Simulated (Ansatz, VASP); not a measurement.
Two plane-wave programs on SrO

```
Sr O
1.0
     0.00000    2.55255    2.55255
     2.55255    0.00000    2.55255
     2.55255    2.55255    0.00000
Sr O
1 1
Direct
  0.00000 0.00000 0.00000
  0.50000 0.50000 0.50000
```

Change from the starting cell: volume scaled by 0.98, PAW files.

Alike in both runs: task electric field gradients; functional LDA; k mesh 8 × 8 × 8; occupations fermi-dirac, width 0.02 eV; no spin polarisation.

```csv
,VASP,Ansatz
version,VASP 6.6.1,Ansatz 0.2.0
potentials or method,"VASP PAW LDA potentials, release 64 (Sr_sv, O)","PAW with Ansatz's default frozen-core files, scalar-relativistic"
plane-wave cutoff (eV),520,420
valence electrons in the cell,16,16
```

|  | VASP | Ansatz | Ansatz less VASP |
| --- | --- | --- | --- |
| gap on the k mesh at the Fermi level (eV) | 3.08 | 3.14 | +0.061 |
| pressure (GPa) | -1.6 | -2.4 | -0.76 |
| Vzz of the field gradient on the site that differs most (V/Å²) | 0.0 | 0.0 | 0.00 |

Ansatz warned: «gradients_without_spin_orbit».

A k mesh can miss the band edges.
